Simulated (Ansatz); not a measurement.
## Ge films: biaxial stress and wafer bow

Plane-wave DFT in Ansatz, PBE, scalar-relativistic PAW potentials, cutoff 420 eV, no spin-orbit coupling; no spin polarisation. Ge in space group Fd-3m, strained equally along a and b of the conventional cell, with c and the atoms relaxed within the symmetry (a film with c along the normal). Stress is the in-plane mean, tension positive.

```tsv
strain (%)	stress (GPa)	E − E(0) (meV/atom)
-6.0	-8.77	72.5
-4.0	?	30.9
-2.0	-2.54	7.4
+0.0	-0.05	0.0
+2.0	2.06	6.3
+4.0	3.80	24.1
+6.0	5.25	51.6
```

Problem. Fit the stress, get the biaxial modulus and predict the missing row.

Solution. A parabola through the given rows is σ = -0.06 + 1.164 ε -0.0475 ε² GPa (ε in %), so M = dσ/dε = 116 GPa at zero. It predicts -5.48 GPa at -4.0 %; the run gave -5.46 GPa. The miss is 0.02 GPa, so the fit holds. The negative square term means that the film is stiffer in compression than in tension. The energies check it: E/V = Mε² at small strain, and a cubic fit with V = 23.88 Å³/atom gives M = 116 GPa, in agreement.

Problem. How much does a 20 nm film at +0.2 % strain bow a 300 mm Si(001) wafer 775 μm thick?

Solution. The fit, without its small constant, gives σ = 0.23 GPa. Stoney's formula, κ = 6σt_f/(M_s t_s²) with M_s = 180.5 GPa for Si(001) (literature), gives |κ| = 0.25×10⁻³ m⁻¹ and a bow κr²/2 = 2.9 μm at r = 150 mm, with the film side concave (tension pulls the edges up). This assumes a single-crystal or fully textured, unrelaxed film at 0 K.

The cell has no gap in any row, so the stresses hang on mesh and smearing.

Cost: about 15 core-minutes for the runs cited, on Intel Xeon Platinum 8259CL (Skylake/Cascade Lake) (shared hosts).

The film stiffens in compression and softens in tension, and the energies show the same asymmetry: 72.5 meV/atom at -6.0 % against 51.6 at +6.0 %. This is the usual anharmonicity of covalent bonds, whose repulsion steepens on shortening while the attraction weakens on stretching. Relaxation along c moderates the bond-length change by shifting part of the strain into bond angles.

The modulus of 116 GPa lies below the value that follows from measured elastic constants of Ge, as expected from PBE's overlong, too-soft bonds, so the bow is probably underestimated too. The missing gap also contradicts experiment, since unstrained Ge is a semiconductor; PBE places the antibonding s-like conduction state at the zone centre too low, and the expanded lattice lowers it further.

Mild tension suits a Ge film that relaxed during growth on Si and then cooled, because Ge contracts more. A coherent film would instead be compressed and bow the wafer the other way. Whether the larger strains could be held without dislocations is not shown.
